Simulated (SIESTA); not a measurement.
The system is GaN.

```
Ga N
1.0
     0.00000    2.25350    2.25350
     2.25350    0.00000    2.25350
     2.25350    2.25350    0.00000
Ga N
1 1
Direct
  0.00000 0.00000 0.00000
  0.25000 0.25000 0.25000
```

The cell is a database's computed one.

Base run:

| Quantity | Value |
| --- | --- |
| Program | SIESTA 5.4.2 |
| Functional | vdW-DF-cx |
| Potentials or basis | PseudoDojo 0.4 standard (PBE files) |
| Basis | DZP (energy shift 0.003 Ry; two zetas on semicore shells) |
| Grid cutoff | 800 Ry |
| Energy shift | 0.003 Ry |
| k mesh | 10 × 10 × 10 |
| Occupations | fermi-dirac, width 0.05 eV |
| Spin | no spin polarisation |

Its results: band gap on the k mesh 1.79 eV, direct; pressure 4.1 GPa.

After a change of settings the same cell gave: band gap on the k mesh 1.85 eV, direct; pressure 7.2 GPa. Which change was it?
A. functional from vdW-DF-cx to BLYP
B. functional from vdW-DF-cx to LDA; potentials or basis from PseudoDojo 0.4 standard (PBE files) to PseudoDojo 0.4 standard (LDA files)
C. functional from vdW-DF-cx to PBE; basis from DZP (energy shift 0.003 Ry; two zetas on semicore shells) to TZP (energy shift 0.003 Ry; two zetas on semicore shells)
D. functional from vdW-DF-cx to PBE; potentials or basis from PseudoDojo 0.4 standard (PBE files) to SG15 1.2 (PBE files) or PseudoDojo by element

C.

Caveats: the basis of atomic orbitals isn't converged, which shifts pressures, moduli and gaps; the potentials were made for another functional, which shifts forces and pressure (some runs).
